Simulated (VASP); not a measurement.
A run of VASP 6.6.1 is set up as follows.

INCAR

```
SYSTEM = LiH
PREC = Accurate
ENCUT = 520
EDIFF = 1E-7
ISMEAR = 0
SIGMA = 0.05
LREAL = .FALSE.
LASPH = .TRUE.
NELM = 60
ALGO = Fast
ISIF = 2
LWAVE = .FALSE.
LCHARG = .FALSE.
NBANDS = 9
```

Contents of KPOINTS:

```
regular mesh
0
G
  6 6 6
  0 0 0
```

POSCAR

```
LiH
1.0
    2.5582390428      0.0000000000      0.0000000000
    0.0000000000      2.5582390428      0.0000000000
    0.0000000000      0.0000000000      2.5582390428
Li H
1 1
Direct
    0.0000000000      0.0000000000      0.0000000000
    0.5000000000      0.5000000000      0.5000000000
```

Potentials or basis: VASP PAW LDA potentials, release 64 (Li_sv, H).

The run is started by

```console
$ cat potpaw_LDA.64/Li_sv/POTCAR potpaw_LDA.64/H/POTCAR > POTCAR
$ mpirun -np 1 vasp_std > vasp.out
```

Problem. Estimate the band gap on the k mesh.

Solution. 0.39 eV, indirect (least direct gap 3.80 eV).

 A k mesh can miss the band edges.
